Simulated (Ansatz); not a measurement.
## Rh, one cell by several methods

```
Rh
1.0
     0.00000    2.75683    2.75683
     2.75683    0.00000    2.75683
     2.75683    2.75683    0.00000
Rh
2
Cartesian
  0.0000 0.0000 0.0000
  1.3784 1.3784 1.3784
```

Atom numbers follow the list: Rh1, Rh2.

The structure comes from a relaxation in the same program, started in the diamond type, and has space group Fd-3m. Whether it is a known phase or the ground state wasn't checked.

Methods: DFT, PBE, PAW with Ansatz's default frozen-core files, scalar-relativistic (Ansatz 0.2.0); DFT, PBE, all-electron PAW with datasets made for the crystal, scalar-relativistic (Ansatz 0.2.0); DFT, PBE, all-electron LAPW, scalar-relativistic (Ansatz 0.2.0).

For PAW: a Γ-centred 11×11×11 k mesh, Fermi–Dirac smearing of 0.08 eV, cutoff 420 eV, no spin polarisation. The crystal-made all-electron datasets (AE datasets) take a cutoff of 400 eV at this cell. LAPW targets a basis error of 1 meV/atom. The Ansatz runs share mesh, smearing and spin set-up. Plane-wave (PAW) pressures include the program's estimate of the Pulay term.

Stress and pressure are positive in compression.

Levels count from the Fermi level.

```csv
quantity,PAW,AE datasets,LAPW
pressure (GPa),0.02,0.05,0.04
highest filled level at Γ (eV),-1.424,-1.422,-1.422
lowest empty level at Γ (eV),0.356,0.358,0.358
highest filled level at U (eV),-1.961,-1.961,-1.961
lowest empty level at U (eV),0.434,0.434,0.434
highest filled level at W (eV),-2.131,-2.132,-2.132
lowest empty level at W (eV),0.643,0.643,0.643
```

PAW's pressure differs from the LAPW value by -0.03 GPa.
